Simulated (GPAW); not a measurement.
# CoO (P1) in GPAW: relaxation of the atoms with PBE

Aim: the relaxation of the atoms of CoO with PBE.

Program: GPAW 26.7.0. These are calculated values, not measurements. Logs are shortened: lines on timing, memory, paths and dates and some standing lists are left out, and cuts for length are marked. The log counts tension as positive stress, the text compression.

### Step 1. The cell of the first run

The typed cell holds 2 atoms: a = 3.017 Å, b = 3.062 Å, c = 3.056 Å, α = 58.05°, β = 58.59°, γ = 59.42°.

### Step 2. Relaxation of the atoms, PBE, collinear spin, ferromagnetic start (cell sheared at random, sigma 0.03, atoms nudged by 0.01 Å)

run.py

```python
from ase import Atoms
from ase.io import write
from ase.optimize import FIRE
from ase.units import Bohr
from gpaw import GPAW, PW
from gpaw.elf import elf_from_dft_calculation

atoms = Atoms(['Co', 'O'],
              cell=[[0.04705457, 2.14560379, 2.12017641],
                    [2.19440465, 0.03223634, 2.13499464],
                    [2.17791169, 2.14392905, 0.04872931]],
              scaled_positions=[[0.00673673, 0.99672246, 0.00011005],
                                [0.49326327, 0.50327754, 0.49988995]],
              pbc=True)
atoms.set_initial_magnetic_moments([2.0, 0.0])

calc = GPAW(mode=PW(360),
            xc='PBE',
            kpts={'size': (9, 9, 9), 'gamma': True},
            occupations={'name': 'marzari-vanderbilt', 'width': 0.025},
            nbands=17,
            convergence={'density': 1e-05, 'energy': 1e-05},
            maxiter=80,
            txt='gpaw.txt')
atoms.calc = calc
opt = FIRE(atoms, trajectory='relax.traj', logfile='-')
done = opt.run(fmax=0.02, steps=40)
calc.write('gs.gpw')
write('result.traj', atoms)
print('Converged:', done)
print('Cell:', atoms.cell.cellpar().round(4))
print('Volume:', round(atoms.get_volume(), 4))
print(atoms.get_scaled_positions().round(5))

# fields on the real-space grid
write('density.cube', atoms, data=calc.get_pseudo_density() * Bohr**3)
write('potential.cube', atoms, data=calc.get_electrostatic_potential())
write('spin.cube', atoms, data=(calc.get_pseudo_density(spin=0) - calc.get_pseudo_density(spin=1)) * Bohr**3)
write('elf.cube', atoms, data=elf_from_dft_calculation(calc).data)
```

Potentials or basis: GPAW PAW data sets (gpaw-data 1.2.1), pw.

Run with:

```bash
$ OMP_NUM_THREADS=1 python run.py
```

gpaw.txt:

```text
__  _  _
 | _ |_)|_||  |
 |__||  | ||/\| - 26.7.0

Input parameters:
  mode=PW(ecut=360.0),
  convergence={'density': 1e-05, 'energy': 1e-05},
  kpts=MonkhorstPack(size=(9, 9, 9), gamma=True),
  maxiter=80,
  nbands=17,
  occupations=Occupations(name='marzari-vanderbilt', width=0.025),
  xc=XC(name='PBE')

Diagonalizing LCAO Hamiltonian
Converting LCAO to pw mode

         O
       Co

Atoms  # Å, Bohr magnetons
|   | symbol |        x |        y |        z |    initial magnetic moments |
|---|--------|----------|----------|----------|-----------------------------|
| 0 |     Co | 2.187769 | 0.046821 | 2.142286 | ( 0.0000,  0.0000,  2.0000) |
| 1 |      O | 2.216321 | 2.146300 | 2.144659 | ( 0.0000,  0.0000,  0.0000) |

Unit cell  # Å
| periodic |        x |        y |        z |  lengths |    angles |
|----------|----------|----------|----------|----------|-----------|
|      yes | 0.047055 | 2.145604 | 2.120176 | 3.016783 | 58.049145 |
|      yes | 2.194405 | 0.032236 | 2.134995 | 3.061806 | 58.587504 |
|      yes | 2.177912 | 2.143929 | 0.048729 | 3.056486 | 59.421086 |

Number of symmetries: 1
Symmetry operations  # r_c * U_cc + t_c -> r_c
|   | kind |            matrix            |
|---|------|------------------------------|
| 0 |  E   |  1, 0, 0,  0, 1, 0,  0, 0, 1 |

BZ-sampling:
  Number of BZ points: 729
  Number of IBZ points: 365

  Monkhorst-Pack size: [9, 9, 9]
  Monkhorst-Pack shift: [0, 0, 0]

K-points  # in reciprocal-cell coordinates
|     |                                coordinates |     weight |
|-----|--------------------------------------------|------------|
|   0 | (  0.00000000,   0.00000000,   0.00000000) | 0.00137174 |
|   1 | (  0.00000000,   0.00000000,   0.11111111) | 0.00274348 |
|   2 | (  0.00000000,   0.00000000,   0.22222222) | 0.00274348 |
|   3 | (  0.00000000,   0.00000000,   0.33333333) | 0.00274348 |
|   4 | (  0.00000000,   0.00000000,   0.44444444) | 0.00274348 |
|   5 | (  0.00000000,   0.11111111,  -0.44444444) | 0.00274348 |
|   6 | (  0.00000000,   0.11111111,  -0.33333333) | 0.00274348 |
|   7 | (  0.00000000,   0.11111111,  -0.22222222) | 0.00274348 |
|   8 | (  0.00000000,   0.11111111,  -0.11111111) | 0.00274348 |
|   9 | (  0.00000000,   0.11111111,   0.00000000) | 0.00274348 |
| ... |                                            |            |
| 364 | (  0.44444444,   0.44444444,   0.44444444) | 0.00274348 |

Plane wave coefficients: 311
Cutoff: 360.0 eV

Spin-components: 2 (collinear spins)
Bands:           17
Projectors:      11
Spin-degeneracy: 1
Datatype:        complex128

Parallelization:
  kpt:    1
  domain: 1
  band:   1

Density:
  Valence electrons: 15.0
  Components: 2
  Grid points: [14 14 14]
  Charge: 0.0  # |e|

Potential:
  Grid points: [14 14 14]

species:
  Co:
    name:    Cobalt
    Z:       27.0
    valence: 9
    core:    18
    charge:  0.0  # [|e|]
    compensation charges:
      type: gauss
      rc: 0.32  # [Å]
      lmax: 2
    cutoffs:
      filter: 1.87  # [Å]
      core: 2.55  # [Å]
    projectors
    | kind |    occ | energy [eV] | rcut [Å] |
    |------|--------|-------------|----------|
    |   4s |  2.000 |      -5.469 |    1.005 |
    |   4p |  0.000 |      -1.277 |    1.058 |
    |   3d |  7.000 |      -8.205 |    1.005 |
    |    s |        |      21.742 |    1.005 |
    |    p |        |      25.934 |    1.058 |
    |    d |        |      19.007 |    1.005 |

    Using partial waves for Co as LCAO basis

  O:
    name:    Oxygen
    Z:       8.0
    valence: 6
    core:    2
    charge:  0.0  # [|e|]
    compensation charges:
      type: gauss
      rc: 0.21  # [Å]
      lmax: 2
    cutoffs:
      filter: 1.17  # [Å]
      core: 0.83  # [Å]
    projectors
    | kind |    occ | energy [eV] | rcut [Å] |
    |------|--------|-------------|----------|
    |   2s |  2.000 |     -23.961 |    0.688 |
    |   2p |  4.000 |      -9.029 |    0.598 |
    |    s |        |       3.251 |    0.688 |
    |    p |        |      18.182 |    0.598 |
    |    d |        |       0.000 |    0.619 |

    Using partial waves for O as LCAO basis

Reference energy: -39943.562207  # eV

eigensolver:
  PPCG
  Converge bands: occupied
  niter=2

density mixing:
  MSR1-Mixer
  Pratt-step length: 0.05
  Maximum mixing coefficient: 0.75
  Old densities: 10
  SVD Regularization: 0.005
  Good broyden scale: 1.0
  Trust region scale: 1.0
  Backstep threshold: 4.0
  History deletion threshold: 6.0
  Fourier metric: weight=20.0, sigma=0.015

occupation numbers:
  Marzari-Vanderbilt:
    width: 0.0250  # eV

poisson solver:
  ecut: 2880.0  # eV

xc functional:
  name: PBE with 2 nearest neighbor stencil

convergence criteria:
- Maximum integral of absolute [dens]ity change: 1e-05 electrons / valence electron
- Maximum [total energy] change in last 3 cyles: 1e-05 eV / valence electron
- Maximum integral of absolute [eigenst]ate change: 4e-08 eV^2 / valence electron
maximum number of iterations: 80

SCF iterations
|iter     | |      energy | eigst |  dens |  magmom |
|---------|-|-------------|-------|-------|---------|
|iter:   1| |  -10.870118 | -0.13 |       |  +2.0015|
|iter:   2| |  -10.837360 | -2.55 | -0.94 |  +2.0262|
|iter:   3| |  -10.903937 | -2.28 | -0.97 |  +2.2942|
|iter:   4| |  -10.911358 | -2.17 | -1.16 |  +2.5046|
|iter:   5| |  -10.903779 | -2.97 | -1.55 |  +2.6008|
|iter:   6| |  -10.914972 | -2.95 | -1.68 |  +2.8127|
|iter:   7| |  -10.916013 | -3.99 | -2.09 |  +2.9062|
|iter:   8| |  -10.916236 | -5.34 | -2.75 |  +2.9046|
|iter:   9| |  -10.916425 | -5.51 | -3.02 |  +2.9076|
|iter:  10| |  -10.916600 | -5.09 | -3.20 |  +2.9146|
|iter:  11| |  -10.916649 | -6.18 | -3.30 |  +2.9140|
|iter:  12| |  -10.916713c| -5.58 | -3.48 |  +2.9162|
|iter:  13| |  -10.916740c| -5.66 | -3.53 |  +2.9161|
|iter:  14| |  -10.916742c| -6.88 | -3.84 |  +2.9154|
|iter:  15| |  -10.916744c| -6.62 | -4.13 |  +2.9160|
|iter:  16| |  -10.916744c| -7.20 | -4.36 |  +2.9159|
|iter:  17| |  -10.916744c| -7.90c| -4.59 |  +2.9159|
|iter:  18| |  -10.916744c| -7.64c| -4.85 |  +2.9159|
[... 80 lines left out ...]
SCF iterations
|iter     | |      energy | eigst |  dens |  magmom |
|---------|-|-------------|-------|-------|---------|
|iter:   1| |  -10.916808c| -5.63 |       |  +2.9159|
|iter:   2| |  -10.916808c| -7.18 | -4.01 |  +2.9159|
|iter:   3| |  -10.916807c| -7.09 | -4.04 |  +2.9159|
|iter:   4| |  -10.916807c| -8.06c| -4.33 |  +2.9160|
|iter:   5| |  -10.916807c| -8.56c| -4.23 |  +2.9159|
|iter:   6| |  -10.916807c| -8.38c| -4.88 |  +2.9159|
|iter:   7| |  -10.916807c| -8.90c| -5.42c|  +2.9159|
[... 79 lines left out ...]
SCF iterations
|iter     | |      energy | eigst |  dens |  magmom |
|---------|-|-------------|-------|-------|---------|
|iter:   1| |  -10.916924c| -5.05 |       |  +2.9159|
|iter:   2| |  -10.916924c| -6.58 | -3.72 |  +2.9159|
|iter:   3| |  -10.916921c| -6.85 | -3.75 |  +2.9159|
|iter:   4| |  -10.916921c| -7.30 | -4.06 |  +2.9160|
|iter:   5| |  -10.916921c| -7.63c| -4.45 |  +2.9160|
|iter:   6| |  -10.916921c| -7.95c| -4.68 |  +2.9160|
|iter:   7| |  -10.916921c| -8.33c| -5.05c|  +2.9160|
[... 79 lines left out ...]
SCF iterations
|iter     | |      energy | eigst |  dens |  magmom |
|---------|-|-------------|-------|-------|---------|
|iter:   1| |  -10.917073 | -4.73 |       |  +2.9160|
|iter:   2| |  -10.917072 | -6.26 | -3.56 |  +2.9160|
|iter:   3| |  -10.917068c| -6.52 | -3.59 |  +2.9160|
|iter:   4| |  -10.917067c| -6.97 | -3.90 |  +2.9160|
|iter:   5| |  -10.917067c| -7.87c| -4.33 |  +2.9161|
|iter:   6| |  -10.917067c| -7.68c| -4.53 |  +2.9161|
|iter:   7| |  -10.917067c| -8.07c| -4.91 |  +2.9161|
|iter:   8| |  -10.917067c| -8.20c| -5.26c|  +2.9161|
[... 79 lines left out ...]
SCF iterations
|iter     | |      energy | eigst |  dens |  magmom |
|---------|-|-------------|-------|-------|---------|
|iter:   1| |  -10.917230 | -4.53 |       |  +2.9161|
|iter:   2| |  -10.917229 | -6.05 | -3.46 |  +2.9161|
|iter:   3| |  -10.917221c| -6.27 | -3.49 |  +2.9161|
|iter:   4| |  -10.917220c| -6.74 | -3.83 |  +2.9162|
|iter:   5| |  -10.917220c| -8.18c| -4.35 |  +2.9162|
|iter:   6| |  -10.917220c| -7.66c| -4.58 |  +2.9162|
|iter:   7| |  -10.917220c| -8.17c| -4.80 |  +2.9162|
|iter:   8| |  -10.917220c| -8.38c| -5.19c|  +2.9162|
[... 79 lines left out ...]
SCF iterations
|iter     | |      energy | eigst |  dens |  magmom |
|---------|-|-------------|-------|-------|---------|
|iter:   1| |  -10.917370c| -4.40 |       |  +2.9162|
|iter:   2| |  -10.917368c| -5.92 | -3.40 |  +2.9162|
|iter:   3| |  -10.917358c| -6.15 | -3.43 |  +2.9163|
|iter:   4| |  -10.917357c| -6.59 | -3.76 |  +2.9163|
|iter:   5| |  -10.917357c| -8.10c| -4.27 |  +2.9164|
|iter:   6| |  -10.917357c| -7.85c| -4.40 |  +2.9163|
|iter:   7| |  -10.917357c| -8.20c| -4.76 |  +2.9163|
|iter:   8| |  -10.917357c| -8.38c| -5.12c|  +2.9164|
[... 79 lines left out ...]
SCF iterations
|iter     | |      energy | eigst |  dens |  magmom |
|---------|-|-------------|-------|-------|---------|
|iter:   1| |  -10.917472c| -4.31 |       |  +2.9163|
|iter:   2| |  -10.917470c| -5.84 | -3.36 |  +2.9164|
|iter:   3| |  -10.917457c| -6.06 | -3.39 |  +2.9164|
|iter:   4| |  -10.917456c| -6.52 | -3.73 |  +2.9165|
|iter:   5| |  -10.917456c| -8.03c| -4.23 |  +2.9165|
|iter:   6| |  -10.917456c| -8.08c| -4.36 |  +2.9165|
|iter:   7| |  -10.917456c| -8.18c| -4.72 |  +2.9165|
|iter:   8| |  -10.917456c| -8.36c| -5.08c|  +2.9165|
[... 51 lines left out ...]
Forces  # eV/Ang
|        x |        y |        z |
|----------|----------|----------|
| -0.00064 | -0.01584 | -0.00167 |  # Co   0
|  0.00022 |  0.01632 |  0.00175 |  # O    1

# Writing to gs.gpw (mode='')
```

It took 4.3 min on 1 thread of Intel Xeon 6975P-C (Granite Rapids), shared host; peak memory 0.22 GiB.

These settings aren't checked as converged: the numbers below hold their error.

Results:

```
Free energy                  : -10.9175 eV
Energy gained by relaxing    : 0.4 meV/atom
Ionic steps                  : 7
Largest force after relaxing : 0.016 eV/Å
Band gap on the k mesh       : none (metal or under the smearing width)
Net moment                   : 2.92 μB per cell
Site moments                 : Co +2.51; O +0.22 μB
```

Caveat: the cutoff is short for stress and forces, so pressures can be off by a GPa or more; each step starts from the last one's moments, so a moment once lost doesn't come back; later steps reuse the first step's grids; this smearing can pin the Fermi level at a band edge; a cell with one magnetic atom can't hold antiferromagnetic order, which such compounds often take; semilocal functionals often make such compounds metallic where correlation or magnetic order opens a gap, which also shifts bond lengths.
